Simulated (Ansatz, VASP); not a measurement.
**Two plane-wave programs on O2**

Contents of INCAR:

```
SYSTEM = O
PREC = Accurate ; ENCUT = 520
EDIFF = 1E-6 ; ISMEAR = 0
SIGMA = 0.01 ; LREAL = .FALSE.
LASPH = .TRUE. ; NELM = 150
ALGO = Normal ; ISIF = 2
LWAVE = .FALSE. ; LCHARG = .FALSE.
ISPIN = 2 ; MAGMOM = 0.61 0.61
LORBIT = 11 ; GGA = PS
NBANDS = 17
```

The input KPOINTS:

```
Automatic mesh
0
G
  1 1 1
  0 0 0
```

The input POSCAR:

```
O
1.0
   10.0000000000      0.0000000000      0.0000000000
    0.0000000000     10.5000000000      0.0000000000
    0.0000000000      0.0000000000     11.0000000000
O
2
Direct
    0.5000000000      0.5000000000      0.4449587598
    0.5000000000      0.5000000000      0.5550412402
```

Input for Ansatz:

```yaml
crystal:
  lattice:
    - [10.0, 0.0, 0.0]
    - [0.0, 10.5, 0.0]
    - [0.0, 0.0, 11.0]
  atoms:
    - { symbol: O, position: [0.5, 0.5, 0.4449587598], spin: 0.61 }
    - { symbol: O, position: [0.5, 0.5, 0.5550412402], spin: 0.61 }
basis:
  ecutwfc: 420
kpoints:
  mp_grid: { grid: [1, 1, 1] }
hamiltonian:
  xc: pbesol
  pseudopotentials: { kind: paw, azcp: { folder: soft_1 } }
scf:
  occupations: { method: gaussian, width: 0.01 }
output:
  forces: true
  stress: true
  eigenvalues: true
  populations: true
magnetization:
  spin_polarized: true
```

Alike in both runs: task single point; functional PBEsol; k mesh 1 × 1 × 1; occupations gaussian, width 0.01 eV; collinear spin.

|  | VASP | Ansatz |
| --- | --- | --- |
| version | VASP 6.6.1 | Ansatz 0.2.0 |
| potentials or method | VASP PAW PBE potentials, release 64 (O) | scalar-relativistic, plane waves, PAW |
| plane-wave cutoff (eV) | 520 | 420 |
| valence electrons in the cell | 12 | 12 |

Ansatz gave:

- gap on the k mesh at the Fermi level (eV): 2.24
- least direct gap on the mesh (eV): 2.24
- rms of the force components (eV/Å): 0.000
- net moment per atom (μB): 1.00
- size of the moment on the site where the two differ most (μB): 0.56

Question: Estimate VASP's values.

Answer: gap on the k mesh at the Fermi level (eV): 2.26; least direct gap on the mesh (eV): 2.26; rms of the force components (eV/Å): 0.753; net moment per atom (μB): 1.00; size of the moment on the site where the two differ most (μB): 0.81.

Site moments also hang on the region over which each program counts them. Atom by atom the forces differ by 0.753 eV/Å (rms over components). One of these differences is far larger than is usual between the two programs; its cause wasn't traced. With one functional, cell and mesh, what is left measures potentials, basis and numerics. Ansatz warned: «pseudo_functional_mismatch».

Caveats: the standard files for N, O and F lose accuracy on very short bonds; the PAW data sets were made with another functional, which shifts forces and pressure a little (VASP). A hybrid or GW would open this gap; PBEsol tends to underestimate it.
